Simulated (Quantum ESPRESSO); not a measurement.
# BN (R3m) in Quantum ESPRESSO: a series of runs

The runs below take BN through single point, equation of state, with PBEsol.

Everything below comes from runs of Quantum ESPRESSO 7.5. Logs are shortened: lines on timing, memory, paths and dates and some standing lists are left out, and cuts for length are marked.

### Step 1. The crystal as given

The structure is trigonal, space group R3m (No. 160). The conventional cell has a = 2.502 Å, b = 2.502 Å, c = 10.119 Å, α = 90.00°, β = 90.00°, γ = 120.00°. N (site symmetry 3m) has 3 B at 1.44 Å as nearest neighbours. Around B (site symmetry 3m) lie 3 N at 1.44 Å.

The cell is a database's computed one.

### Step 2. Single point, PBEsol, 8.60 Å³/atom

pw.in reads:

```
&CONTROL
  calculation = 'scf'
  prefix = 'pwscf'
  outdir = './tmp'
  pseudo_dir = './pseudo'
  tstress = .true.
  disk_io = 'nowf'
/
&SYSTEM
  ibrav = 0
  nat = 2
  ntyp = 2
  ecutwfc = 45
  ecutrho = 360
  nbnd = 9
  occupations = 'smearing'
  smearing = 'fd'
  degauss = 0.00367493
/
&ELECTRONS
  conv_thr = 4d-10
  electron_maxstep = 120
  mixing_beta = 0.5
/
ATOMIC_SPECIES
N     14.0070 n_pbesol_v1.2.uspp.F.UPF
B     10.8100 b_pbesol_v1.4.uspp.F.UPF
CELL_PARAMETERS angstrom
   1.2255815191    0.7075898200    3.3040796871
  -1.2255815191    0.7075898200    3.3040796871
   0.0000000000   -1.4151796399    3.3040796871
ATOMIC_POSITIONS crystal
N      0.6672382000    0.6672382000    0.6672382000
B      0.0003288000    0.0003288000    0.0003288000
K_POINTS automatic
12 12 12 0 0 0
```

Potentials or basis: GBRV 1.5 PBEsol.

Command:

```bash
> OMP_NUM_THREADS=1 mpirun -n 2 pw.x -nk 2 -in pw.in > pw.out
```

pw.out:

```text
This program is part of the open-source Quantum ESPRESSO suite
     for quantum simulation of materials; please cite
[... 13 lines left out ...]
     --------------------
     sticks:   dense  smooth     PW     G-vecs:    dense   smooth      PW
     Sum         843     427    155                13351     4767    1043

     Using Slab Decomposition

     bravais-lattice index     =            0
     lattice parameter (alat)  =       6.7924  a.u.
     unit-cell volume          =     116.0171 (a.u.)^3
     number of atoms/cell      =            2
     number of atomic types    =            2
     number of electrons       =         8.00
     number of Kohn-Sham states=            9
     kinetic-energy cutoff     =      45.0000  Ry
     charge density cutoff     =     360.0000  Ry
     scf convergence threshold =      4.0E-10
     mixing beta               =       0.5000
     number of iterations used =            8  plain     mixing
     Exchange-correlation= SLA  PW   PSX  PSC
                           (   1   4  10   8   0   0   0)

     celldm(1)=   6.792422  celldm(2)=   0.000000  celldm(3)=   0.000000
     celldm(4)=   0.000000  celldm(5)=   0.000000  celldm(6)=   0.000000

     crystal axes: (cart. coord. in units of alat)
               a(1) = (   0.340970   0.196859   0.919231 )
               a(2) = (  -0.340970   0.196859   0.919231 )
               a(3) = (   0.000000  -0.393718   0.919231 )

     reciprocal axes: (cart. coord. in units 2 pi/alat)
               b(1) = (  1.466404  0.846629  0.362622 )
               b(2) = ( -1.466404  0.846629  0.362622 )
               b(3) = ( -0.000000 -1.693257  0.362622 )

     PseudoPot. # 1 for N  read from file:
     n_pbesol_v1.2.uspp.F.UPF
     Pseudo is Ultrasoft + core correction, Zval =  5.0
     Generated by new atomic code, or converted to UPF format
     Using radial grid of  729 points,  4 beta functions with:
                l(1) =   0
                l(2) =   0
                l(3) =   1
                l(4) =   1
     Q(r) pseudized with  8 coefficients,  rinner =    0.900   0.900   0.900

     PseudoPot. # 2 for B  read from file:
     b_pbesol_v1.4.uspp.F.UPF
     Pseudo is Ultrasoft + core correction, Zval =  3.0
     Generated by new atomic code, or converted to UPF format
     Using radial grid of  781 points,  4 beta functions with:
                l(1) =   0
                l(2) =   0
                l(3) =   1
                l(4) =   1
     Q(r) pseudized with  8 coefficients,  rinner =    1.100   1.100   1.100

     atomic species   valence    mass     pseudopotential
     N                 5.00    14.00700     N ( 1.00)
     B                 3.00    10.81000     B ( 1.00)

      6 Sym. Ops. (no inversion) found

   Cartesian axes

     site n.     atom                  positions (alat units)
         1        N      tau(   1) = (  -0.0000000   0.0000000   1.8400383  )
         2        B      tau(   2) = (   0.0000000   0.0000000   0.0009067  )

     number of k points=   189  Fermi-Dirac smearing, width (Ry)=  0.0037

     Number of k-points >= 100: set verbosity='high' to print them.

     Dense  grid:    13351 G-vectors     FFT dimensions: (  45,  45,  45)

     Smooth grid:     4767 G-vectors     FFT dimensions: (  30,  30,  30)

     Initial potential from superposition of free atoms

     starting charge       7.9997, renormalised to       8.0000
     Starting wfcs are    8 randomized atomic wfcs +    1 random wfcs

     Self-consistent Calculation

     iteration #  1     ecut=    45.00 Ry     beta= 0.50
     Davidson diagonalization with overlap
     ethr =  1.00E-02,  avg # of iterations =  4.6

     total energy              =     -26.55947257 Ry
     estimated scf accuracy    <       0.40126085 Ry

     iteration #  2     ecut=    45.00 Ry     beta= 0.50
     Davidson diagonalization with overlap
     ethr =  5.02E-03,  avg # of iterations =  1.5

     total energy              =     -26.63496408 Ry
     estimated scf accuracy    <       0.03619613 Ry

     iteration #  3     ecut=    45.00 Ry     beta= 0.50
     Davidson diagonalization with overlap
     ethr =  4.52E-04,  avg # of iterations =  2.2

     total energy              =     -26.63883119 Ry
     estimated scf accuracy    <       0.00397366 Ry

     iteration #  4     ecut=    45.00 Ry     beta= 0.50
     Davidson diagonalization with overlap
     ethr =  4.97E-05,  avg # of iterations =  3.1

     total energy              =     -26.63924651 Ry
     estimated scf accuracy    <       0.00012815 Ry

     iteration #  5     ecut=    45.00 Ry     beta= 0.50
     Davidson diagonalization with overlap
     ethr =  1.60E-06,  avg # of iterations =  3.4

     total energy              =     -26.63926714 Ry
     estimated scf accuracy    <       0.00001356 Ry

     iteration #  6     ecut=    45.00 Ry     beta= 0.50
     Davidson diagonalization with overlap
     ethr =  1.69E-07,  avg # of iterations =  1.5

     total energy              =     -26.63926927 Ry
     estimated scf accuracy    <       0.00000015 Ry

     iteration #  7     ecut=    45.00 Ry     beta= 0.50
     Davidson diagonalization with overlap
     ethr =  1.92E-09,  avg # of iterations =  3.2

     total energy              =     -26.63926939 Ry
     estimated scf accuracy    <       0.00000003 Ry

     iteration #  8     ecut=    45.00 Ry     beta= 0.50
     Davidson diagonalization with overlap
     ethr =  3.77E-10,  avg # of iterations =  1.3

     total energy              =     -26.63926940 Ry
     estimated scf accuracy    <          7.0E-10 Ry

     iteration #  9     ecut=    45.00 Ry     beta= 0.50
     Davidson diagonalization with overlap
     ethr =  8.79E-12,  avg # of iterations =  2.1

     End of self-consistent calculation

     Number of k-points >= 100: set verbosity='high' to print the bands.

     the Fermi energy is     7.0194 ev

!    total energy              =     -26.63926940 Ry
     estimated scf accuracy    <          1.7E-11 Ry
     smearing contrib. (-TS)   =       0.00000000 Ry
     internal energy E=F+TS    =     -26.63926940 Ry

     The total energy is F=E-TS. E is the sum of the following terms:
     one-electron contribution =      -8.07407890 Ry
     hartree contribution      =       8.29907101 Ry
     xc contribution           =      -8.46795645 Ry
     ewald contribution        =     -18.39630506 Ry

     convergence has been achieved in   9 iterations

     Computing stress (Cartesian axis) and pressure

          total   stress  (Ry/bohr**3)                   (kbar)     P=      178.15
   0.00178475   0.00000000  -0.00000000          262.55        0.00       -0.00
   0.00000000   0.00178475  -0.00000000            0.00      262.55       -0.00
  -0.00000000  -0.00000000   0.00006369           -0.00       -0.00        9.37

=------------------------------------------------------------------------------=
   JOB DONE.
=------------------------------------------------------------------------------=
```

It took 6.9 s on 2 MPI ranks of Intel Xeon 6975P-C (Granite Rapids), shared host; peak memory 0.14 GiB.

Results:

```
Free energy            : -362.4457 eV
Pressure               : 17.8 GPa
Band gap on the k mesh : 4.26 eV, indirect (least direct gap 4.80 eV)
```

### Step 3. Single point, PBEsol, 8.78 Å³/atom

pw.in, as its differences from that of step 2:

```diff
@@ -28,5 +28,5 @@
 CELL_PARAMETERS angstrom
-   1.2255815191    0.7075898200    3.3040796871
-  -1.2255815191    0.7075898200    3.3040796871
-   0.0000000000   -1.4151796399    3.3040796871
+   1.2342126593    0.7125730110    3.3273486205
+  -1.2342126593    0.7125730110    3.3273486205
+   0.0000000000   -1.4251460221    3.3273486205
 ATOMIC_POSITIONS crystal
```

Potentials or basis: GBRV 1.5 PBEsol.

Command:

```bash
> OMP_NUM_THREADS=1 mpirun -n 2 pw.x -nk 2 -in pw.in > pw.out
```

Run time: 6.9 s. Hardware: 2 MPI ranks of Intel Xeon 6975P-C (Granite Rapids), shared host; peak memory 0.14 GiB.

Results (log left out):

```
Free energy            : -362.4796 eV
Pressure               : 11.7 GPa
Band gap on the k mesh : 4.23 eV, indirect (least direct gap 4.75 eV)
```

### Step 4. Single point, PBEsol, 8.96 Å³/atom

pw.in, as its differences from that of step 3:

```diff
@@ -28,5 +28,5 @@
 CELL_PARAMETERS angstrom
-   1.2342126593    0.7125730110    3.3273486205
-  -1.2342126593    0.7125730110    3.3273486205
-   0.0000000000   -1.4251460221    3.3273486205
+   1.2427247397    0.7174874630    3.3502965776
+  -1.2427247397    0.7174874630    3.3502965776
+   0.0000000000   -1.4349749260    3.3502965776
 ATOMIC_POSITIONS crystal
```

Command:

```bash
> OMP_NUM_THREADS=1 mpirun -n 2 pw.x -nk 2 -in pw.in > pw.out
```

Run time: 7 s. Hardware: 2 MPI ranks of Intel Xeon 6975P-C (Granite Rapids), shared host; peak memory 0.14 GiB.

Results (log left out):

* Free energy: -362.5001 eV
* Pressure: 6.2 GPa
* Band gap on the k mesh: 4.21 eV, indirect (least direct gap 4.70 eV)

### Step 5. Single point, PBEsol, 9.14 Å³/atom

pw.in, as its differences from that of step 4:

```diff
@@ -28,5 +28,5 @@
 CELL_PARAMETERS angstrom
-   1.2427247397    0.7174874630    3.3502965776
-  -1.2427247397    0.7174874630    3.3502965776
-   0.0000000000   -1.4349749260    3.3502965776
+   1.2511217832    0.7223354983    3.3729344033
+  -1.2511217832    0.7223354983    3.3729344033
+   0.0000000000   -1.4446709966    3.3729344033
 ATOMIC_POSITIONS crystal
```

Command:

```bash
> OMP_NUM_THREADS=1 mpirun -n 2 pw.x -nk 2 -in pw.in > pw.out
```

Wall time 7 s (2 MPI ranks of Intel Xeon 6975P-C (Granite Rapids), shared host); peak memory 0.14 GiB.

The run converged. Its results:

| Property | Result |
| --- | --- |
| Free energy | -362.5085 eV |
| Pressure | 1.1 GPa |
| Band gap on the k mesh | 4.19 eV, indirect (least direct gap 4.65 eV) |

### Step 6. Single point, PBEsol, 9.33 Å³/atom

pw.in, as its differences from that of step 5:

```diff
@@ -28,5 +28,5 @@
 CELL_PARAMETERS angstrom
-   1.2511217832    0.7223354983    3.3729344033
-  -1.2511217832    0.7223354983    3.3729344033
-   0.0000000000   -1.4446709966    3.3729344033
+   1.2594075994    0.7271193165    3.3952723682
+  -1.2594075994    0.7271193165    3.3952723682
+   0.0000000000   -1.4542386330    3.3952723682
 ATOMIC_POSITIONS crystal
```

Potentials or basis: GBRV 1.5 PBEsol.

Command:

```bash
> OMP_NUM_THREADS=1 mpirun -n 2 pw.x -nk 2 -in pw.in > pw.out
```

Wall time 7.2 s (2 MPI ranks of Intel Xeon 6975P-C (Granite Rapids), shared host); peak memory 0.14 GiB.

It converged, with:

```yaml
Free_energy: -362.5058 eV
Pressure: -3.5 GPa
Band_gap_on_the_k_mesh: 4.17 eV, indirect (least direct gap 4.60 eV)
```

### Step 7. Single point, PBEsol, 9.51 Å³/atom

pw.in, as its differences from that of step 6:

```diff
@@ -28,5 +28,5 @@
 CELL_PARAMETERS angstrom
-   1.2594075994    0.7271193165    3.3952723682
-  -1.2594075994    0.7271193165    3.3952723682
-   0.0000000000   -1.4542386330    3.3952723682
+   1.2675858000    0.7318410028    3.4173202092
+  -1.2675858000    0.7318410028    3.4173202092
+   0.0000000000   -1.4636820056    3.4173202092
 ATOMIC_POSITIONS crystal
```

Command:

```bash
> OMP_NUM_THREADS=1 mpirun -n 2 pw.x -nk 2 -in pw.in > pw.out
```

Wall time 7.4 s (2 MPI ranks of Intel Xeon 6975P-C (Granite Rapids), shared host); peak memory 0.14 GiB.

The run converged. Its results:

- Free energy: -362.4930 eV
- Pressure: -7.8 GPa
- Band gap on the k mesh: 4.14 eV, indirect (least direct gap 4.55 eV)

### Step 8. Single point, PBEsol, 9.69 Å³/atom

pw.in, as its differences from that of step 7:

```diff
@@ -28,5 +28,5 @@
 CELL_PARAMETERS angstrom
-   1.2675858000    0.7318410028    3.4173202092
-  -1.2675858000    0.7318410028    3.4173202092
-   0.0000000000   -1.4636820056    3.4173202092
+   1.2756598126    0.7365025362    3.4390871668
+  -1.2756598126    0.7365025362    3.4390871668
+   0.0000000000   -1.4730050723    3.4390871668
 ATOMIC_POSITIONS crystal
```

Command:

```bash
> OMP_NUM_THREADS=1 mpirun -n 2 pw.x -nk 2 -in pw.in > pw.out
```

It took 7.7 s on 2 MPI ranks of Intel Xeon 6975P-C (Granite Rapids), shared host; peak memory 0.14 GiB.

It converged, with:

```yaml
Free_energy: -362.4710 eV
Pressure: -11.6 GPa
Band_gap_on_the_k_mesh: 4.12 eV, indirect (least direct gap 4.51 eV)
```

### Step 9. Equation of state, PBEsol

Potentials or basis: GBRV 1.5 PBEsol.

No new run: the results of the series are fitted here.

Results:

| Item | Value |
| --- | --- |
| Equilibrium volume | 9.19 Å³/atom |
| Bulk modulus at fixed shape and positions | 238 GPa |
| Pressure derivative of the bulk modulus | 3.6 |

Energy against volume, from the lowest point:
```tsv
volume (Å³/atom)	energy (meV/atom)
8.596	31.38
8.779	14.47
8.962	4.20
9.145	0.00
9.328	1.35
9.510	7.75
9.693	18.77
```

Caveat: the cell was scaled at fixed shape and fractional positions, which overstates the stiffness of a crystal with free parameters, most of all of layers and chains.
